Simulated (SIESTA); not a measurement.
Runs of SIESTA 5.4.2 on Pd. It takes space group P6_3/mmc (No. 194, hexagonal). The conventional cell has a = 2.784 Å, b = 2.784 Å, c = 4.629 Å, α = 90.00°, β = 90.00°, γ = 120.00°. Pd (site symmetry -6m2) has 12 Pd at 2.78 to 2.82 Å as nearest neighbours. This isn't the form of Pd at room conditions, which is fcc.

| potentials or basis | gap on the mesh (eV) | pressure (GPa) |
| --- | --- | --- |
| PseudoDojo 0.4 standard (PBEsol files), SZP (energy shift 0.003 Ry) | none | (a) |
| PseudoDojo 0.4 standard (PBEsol files), SZ (energy shift 0.003 Ry) | none | -4.1 |
| PseudoDojo 0.4 standard (PBEsol files), TZP (energy shift 0.003 Ry; two zetas on semicore shells) | none | (b) |
| PseudoDojo 0.4 standard (PBEsol files), DZP (energy shift 0.003 Ry; two zetas on semicore shells) | none | -9.3 |
| PseudoDojo 0.4 standard (PBEsol files), TZDP (energy shift 0.003 Ry; two zetas on semicore shells) | none | -9.0 |
| PseudoDojo 0.4 standard (PBEsol files), DZ (energy shift 0.003 Ry; two zetas on semicore shells) | none | -12.1 |

Alike in all rows: task band structure; level PBEsol; no spin polarisation; cell as given; k mesh 11 × 11 × 6; smearing fermi-dirac 0.05 eV; grid cutoff 800 Ry; energy shift 0.003 Ry.

Question: Estimate the missing entries.

Answer: (a) -12.5; (b) -9.1.

Caveats: the basis of atomic orbitals isn't converged, which shifts pressures, moduli and gaps; the basis has no polarisation orbitals (some runs).

A k mesh can miss the band edges, and the runs leave out spin-orbit coupling on Pd.

A gap of «none» marks a metal or a gap under the smearing width.

Runs at the PBE level aren't shown here.
